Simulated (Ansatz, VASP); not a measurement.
Two plane-wave programs on MgS

POSCAR

```
MgS
1.0
    0.0000000000      2.5931930799      2.5931930799
    2.5931930799      0.0000000000      2.5931930799
    2.5931930799      2.5931930799      0.0000000000
Mg S
1 1
Direct
    0.0000000000      0.0000000000      0.0000000000
    0.5000000000      0.5000000000      0.5000000000
```

INCAR.step1

```
  PREC = Accurate
  ENCUT = 520
  ISMEAR = 0
  SIGMA = 0.01
  LREAL = False
  LASPH = True
  NELM = 100
  NBANDS = 11
  GGA = PE
  ALGO = Normal
  EDIFF = 1E-4
  LWAVE = True
  LCHARG = False
```

File INCAR.step2:

```
  PREC = Accurate
  ENCUT = 520
  EDIFF = 1E-6
  ISMEAR = 0
  SIGMA = 0.01
  LREAL = False
  LASPH = True
  NELM = 100
  ALGO = Normal
  ISIF = 2
  LWAVE = False
  LCHARG = False
  METAGGA = R2SCAN
  LMIXTAU = True
  NBANDS = 11
  ISTART = 1
```

File KPOINTS:

```
regular mesh
0
Gamma
  8 8 8
```

Input for Ansatz:

```yaml
crystal:
  lattice:
    - [0.0, 2.5931930799, 2.5931930799]
    - [2.5931930799, 0.0, 2.5931930799]
    - [2.5931930799, 2.5931930799, 0.0]
  atoms:
    - { symbol: Mg, position: [0.0, 0.0, 0.0] }
    - { symbol: S, position: [0.5, 0.5, 0.5] }
kpoints:
  mp_grid: { grid: [8, 8, 8] }
  band_path:
    path:
      - [0.0, 0.0, 0.0]
      - [0.5, 0.0, 0.5]
      - [0.625, 0.25, 0.625]
      - [0.375, 0.375, 0.75]
      - [0.5, 0.5, 0.5]
      - [0.5, 0.25, 0.75]
    npoints: 1
hamiltonian:
  xc: r2scan
scf:
  occupations: { method: fixed }
  n_extra_bands: 4
output:
  forces: true
  stress: true
  eigenvalues: true
```

Change from the starting cell: hydrostatic strain -0.3%.

Alike in both runs: task single point; functional r2SCAN; k mesh 8 × 8 × 8; no spin polarisation.

```csv
,VASP,Ansatz
version,VASP 6.6.1,Ansatz 0.2.0
potentials or method,"VASP PAW PBE potentials, release 64 (Mg, S)","plane waves, PAW"
plane-wave cutoff (eV),520,500
occupations,"gaussian, width 0.01 eV",fixed
valence electrons in the cell,8,16
```

VASP gave:

* gap on the k mesh at the Fermi level (eV): 3.46
* pressure (GPa): 0.4

Task: Estimate Ansatz's values.

Result: gap on the k mesh at the Fermi level (eV): 3.48; pressure (GPa): 0.8.

The two sets of potentials don't hold the same shells in valence.

Caveats: the PAW data sets were made with another functional, which shifts forces and pressure a little (VASP). A k mesh can miss the band edges.
